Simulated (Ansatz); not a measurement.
# Pt: the cost of one run

Method: DFT PBE, scalar-relativistic, plane waves, PAW, in Ansatz 0.2.0.

The COD entry's cell or inner coordinates are ideal or old and differ from later refinements, so a difference from it is no clean test against experiment.

27 further runs of the same task are left out: 27 set aside as unsound or not needed.

## 1. The structure to begin with

Symmetry: Fm-3m, No. 225, cubic system. The conventional cell has a = 3.970 Å, b = 3.970 Å, c = 3.970 Å, α = 90.00°, β = 90.00°, γ = 90.00°. Around Pt (site symmetry m-3m) lie 12 Pt at 2.81 Å.

Coordinates:

```cif
data_structure
_symmetry_space_group_name_H-M 'Fm-3m'
_symmetry_Int_Tables_number 225
_cell_length_a 3.9699
_cell_length_b 3.9699
_cell_length_c 3.9699
_cell_angle_alpha 90.000
_cell_angle_beta 90.000
_cell_angle_gamma 90.000
_cell_volume 62.57
loop_
_atom_site_label
_atom_site_type_symbol
_atom_site_symmetry_multiplicity
_atom_site_Wyckoff_symbol
_atom_site_fract_x
_atom_site_fract_y
_atom_site_fract_z
_atom_site_occupancy
Pt1 Pt 4 a 0.00000 0.00000 0.00000 1
```

It is the result of an earlier relaxation at this level (volume 15.64 Å³/atom; gap on the mesh: none (metal)).

## 2. Plan of the line

The energy is mapped over volume and the cell's shape.

First coordinate, volume per atom: 7 values from 13.77 to 17.52 Å³. Second coordinate, c/a of the conventional cell: 9 values from 0.629 to 1.167.

Nothing else is relaxed (symmetry fixes all fractional coordinates). Energies count from the relaxed crystal. Points are written as (first, second).

## 3. Grid point (16.27 Å³, 0.629)

input.yaml reads:

```yaml
crystal:
  lattice:
    - [0.0, 2.3469571009, 1.4767054079]
    - [2.3469571009, 0.0, 1.4767054079]
    - [2.3469571009, 2.3469571009, 0.0]
  atoms:
    - { symbol: Pt, position: [0.0, 0.0, 0.0] }
basis:
  ecutwfc: 420
kpoints:
  mp_grid: { grid: [22, 22, 22] }
hamiltonian:
  xc: pbe
  pseudopotentials: { kind: paw, azcp: { folder: soft_1 } }
scf:
  occupations: { method: gaussian, width: 0.15 }
output:
  forces: true
  stress: true
  eigenvalues: true
```

Launch:

```
$ ansatz run input.yaml --threads 1 --pin off --max-ram 2048MiB --backend cpu --events-out ev --progress --plain --runs-dir out
```

Q: Estimate wall time and peak memory on 1 thread of Arm Neoverse N1, shared host.

About 17 s, with a peak of 0.42 GiB.
